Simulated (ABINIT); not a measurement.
# ZrN in ABINIT: convergence with cutoff

Input of the first run (cutoff 17 Ha); the others differ in this setting and in those tied to it:

Contents of run.abi:

```
# Pseudopotentials
pp_dirpath "./"
pseudos "Zr.upf, N.upf"

# Structure
acell 3*1.0 Angstrom
rprim
     0.0000000000     2.3000000000     2.3000000000
     2.3000000000     0.0000000000     2.3000000000
     2.3000000000     2.3000000000     0.0000000000
ntypat 2
znucl 40 7
natom 2
typat 1 2
xred
     0.5000000000     0.5000000000     0.5000000000
     0.0000000000     0.0000000000     0.0000000000

# Plane-wave basis
ecut 462.593566 eV

# k points
kptopt 1
ngkpt 10 10 10
nshiftk 1
shiftk 0.0 0.0 0.0

# Exchange and correlation
ixc 11

# Bands and occupations
nband 13
occopt 3
tsmear 0.00367493

# SCF cycle
nstep 100
tolvrs 1.0e-10

# Output
iomode 3
prtwf 0
prtden 0
prteig 0
prtebands 0
enunit 2
```

Potentials or basis: PseudoDojo NC SR PBE v0.5 standard.

Run with:

```console
$ abinit run.abi > log 2>&1
```

Hardware: 1 thread of Arm Neoverse V1 (shared host).

| cutoff | energy less the tightest run, at zero smearing (meV/atom) | pressure (GPa) | SCF cycles | CPU time (s) | peak memory (GiB) |
| --- | --- | --- | --- | --- | --- |
| 17 Ha | 1929.98 | -73.03 | 9 | 10 | 0.06 |
| 21 Ha | 657.43 | -34.95 | 10 | 15 | 0.06 |
| 25 Ha | 193.30 | -14.15 | 10 | 20 | 0.07 |
| 29.5 Ha | 39.37 | -4.38 | 10 | 24 | 0.07 |
| 35.5 Ha | 3.26 | -1.02 | 11 | 37 | 0.08 |
| 42 Ha | 0.44 | -0.57 | 12 | 45 | 0.08 |
| 48.5 Ha | 0.31 | -0.57 | 11 | 54 | 0.09 |
| 56.5 Ha | 0.12 | -0.57 | 11 | 77 | 0.11 |
| 67 Ha | 0.00 | -0.57 | 12 | 100 | 0.12 |

Against the tightest run, the energy stays within 1 meV/atom from 42 Ha on; the pressure stays within 0.1 GPa from 42 Ha on. The tightest run that finished is the yardstick and may itself not be fully converged.
